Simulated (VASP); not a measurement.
A run of VASP 6.6.1 is set up as follows.

Contents of INCAR:

```
PREC = Accurate
ENCUT = 600
EDIFF = 1E-7
ISMEAR = 1
SIGMA = 0.1
LREAL = F
LASPH = T
NELM = 80
ALGO = Normal
ISIF = 3
LWAVE = F
LCHARG = F
GGA = CA
IBRION = 2
NSW = 90
EDIFFG = -0.005
KPAR = 2
```

The input KPOINTS:

```
Automatic mesh
0
Gamma
  15 15 11
```

File POSCAR:

```
MoP                                     
1.0
    3.1938520208     -0.0000000000      0.0000000000
   -1.5969260104      2.7659569859     -0.0000000000
    0.0000000000     -0.0000000000      3.1576909184
  Mo              P             
     1     1
Direct
     0.0000000000000000    1.0000000000000000    1.0000000000000000
     0.3333333332999970    0.6666666667000030    0.5000000000000000
```

Potentials or basis: VASP PAW LDA potentials, release 64 (Mo_sv, P).

Run with:

```sh
$ cat potpaw_LDA.64/Mo_sv/POTCAR potpaw_LDA.64/P/POTCAR > POTCAR
$ mpirun -np 2 vasp_std > vasp.out
```

Task: Predict the relaxed volume.

Result: 13.95 Å³/atom.

Task: Predict the band gap on the k mesh.

Result: None (metal or under the smearing width).

Task: Estimate the space group after relaxing (to 0.05 Å).

Result: P-6m2 (No. 187).

Final structure:
```
CELL_PARAMETERS angstrom
3.19435 0.00000 0.00000
-1.59717 2.76639 0.00000
0.00000 0.00000 3.15784
ATOMIC_POSITIONS crystal
Mo 0.00000 0.00000 0.00000
P 0.33333 0.66667 0.50000
```
